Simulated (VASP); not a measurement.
Input of a VASP 6.6.1 run:

The input INCAR:

```
PREC = Accurate
ENCUT = 520
EDIFF = 1E-6
ISMEAR = -1
SIGMA = 0.1
LREAL = F
LASPH = T
NELM = 100
ALGO = Fast
ISIF = 2
LWAVE = F
LCHARG = F
GGA = PE
NBANDS = 19
```

File KPOINTS:

```
Automatic mesh
0
Gamma
  7 7 4
```

POSCAR

```
TiSe2
1.0
    3.5477475946      0.0000000000      0.0000000000
   -1.7738737973      3.0724437292      0.0000000000
    0.0000000000      0.0000000000      6.0239469904
Ti Se
1 2
Direct
    0.0000000000      0.0000000000      0.0000000000
    0.3333333333      0.6666666667      0.2552000000
    0.6666666667      0.3333333333      0.7448000000
```

Potentials or basis: VASP PAW PBE potentials, release 64 (Ti_sv, Se).

Command:

```bash
$ cat potpaw_PBE.64/Ti_sv/POTCAR potpaw_PBE.64/Se/POTCAR > POTCAR
$ mpirun -np 1 vasp_std > vasp.out
```

Question: Estimate the pressure.

Answer: 0.7 GPa.

Question: What does it give for the band gap on the k mesh?

Answer: None (metal or under the smearing width).

Stress tensor (GPa, compression positive):
```
0.26 0.00 0.00
0.00 0.26 0.00
0.00 0.00 1.62
```

Caveat: this functional lacks dispersion, which binds the layers, so the pressure and a relaxed spacing across them are unreliable.
